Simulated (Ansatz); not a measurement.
## Relaxing manganese (alpha-Mn (A12))

The calculation used DFT, r2SCAN, plane waves (500 eV) with PAW, scalar-relativistic in Ansatz. (PAW data from PBE, frozen cores regenerated.)

k-point mesh 3×3×3, Fermi-Dirac smearing 0.05 eV, starting moments 3.00, -2.50 ×4, -0.60 ×12, 0.60 ×12 μB. Cell and atoms relax.

Starting structure:

```
Mn
1.0
    -4.40000    4.40000    4.40000
     4.40000   -4.40000    4.40000
     4.40000    4.40000   -4.40000
Mn
29
Direct
  0.36600 0.00000 0.00000
  0.60900 0.32300 0.00000
  0.60900 0.00000 0.32300
  0.81100 0.63300 0.00000
  0.81100 0.00000 0.63300
  0.82200 0.18900 0.18900
  0.00000 0.36600 0.00000
  0.32300 0.60900 0.00000
  0.00000 0.60900 0.32300
  0.63300 0.81100 0.00000
  0.00000 0.81100 0.63300
  0.18900 0.82200 0.18900
  0.00000 0.00000 0.36600
  0.00000 0.32300 0.60900
  0.32300 0.00000 0.60900
  0.00000 0.63300 0.81100
  0.63300 0.00000 0.81100
  0.18900 0.18900 0.82200
  0.00000 0.00000 0.00000
  0.63400 0.63400 0.63400
  0.39100 0.39100 0.71400
  0.71400 0.39100 0.39100
  0.39100 0.71400 0.39100
  0.67700 0.67700 0.28600
  0.28600 0.67700 0.67700
  0.67700 0.28600 0.67700
  0.36700 0.36700 0.17800
  0.17800 0.36700 0.36700
  0.36700 0.17800 0.36700
```

Question: What cell does the relaxation end in?

Answer: I-43m (spin ignored) with a = 9.395 Å; 14.30 Å³ per atom against 11.75 at the start (21.7 %).

Question: How much energy does the relaxation gain?

Answer: 84.4 meV per atom.

Question: Which magnetic state does it end in?

Answer: ferrimagnetic, largest moment 3.92 μB in the atomic sphere; moments 3.92, -3.87 ×4, 3.40 ×12, -3.39 ×12 μB.
